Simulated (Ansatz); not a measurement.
What a trial cell of MoS2 relaxes into

All numbers below come from DFT PBE, scalar-relativistic, plane waves, PAW in Ansatz 0.2.0. Cutoff 420 eV, Γ-centred k mesh, Gaussian smearing, no spin polarisation in the final step.

The start puts MoS2 on the cadmium chloride structure type (R-3m, No. 166), with Mo in place of Cd, S in place of Cl, at a guessed volume.

```xyz
3
Lattice="1.7694 1.0215 5.3439 -1.7694 1.0215 5.3439 0.0000 -2.0431 5.3439" Properties=species:S:1:pos:R:3 pbc="T T T"
Mo    0.0000    0.0000    0.0000
S     0.0000    0.0000   12.0238
S     0.0000    0.0000    4.0079
```

Cell and atoms relax at zero pressure; the relaxation can't lower the symmetry of the start. After a coarse first stage the cell is made exact in the group found at 0.06 Å.

Formation energies are uncorrected and refer to the elements' standard structures at the same level.

(1) Which crystal results?

(2) What are its volume, energy, density and gap?

Answers

(1) It keeps R-3m (No. 166), but not the shape of the type it started on. Conventional cell: a = 3.193 Å, c = 20.272 Å. Around Mo lie 6 S at 2.43 Å; S is coordinated by 3 Mo at 2.43 Å.

```
Mo S
1.0
     1.59662    0.92181    6.75742
    -1.59662    0.92181    6.75742
     0.00000   -1.84361    6.75742
Mo S
1 2
Direct
  0.00000 0.00000 0.00000
  0.74478 0.74478 0.74478
  0.25522 0.25522 0.25522
```

(2) The volume per atom is 19.9 Å³, the density is 4.5 g/cm³ and the energy over the elements is -0.62 eV/atom. The gap on the 18×18×18 mesh is 0 eV (a metal).

The final run used a 18×18×18 mesh on its 3-atom cell and 0.10 eV smearing. For metals, differences of a few meV/atom aren't resolved. No dispersion correction is applied, so the spacing between layers, chains or molecules is poorly fixed, and with it the volume and density. A structure relaxed within its symmetry needn't be a true minimum.

Cost: 3 runs of about 2.9 core-minutes in all, on Arm Neoverse V2 (shared hosts).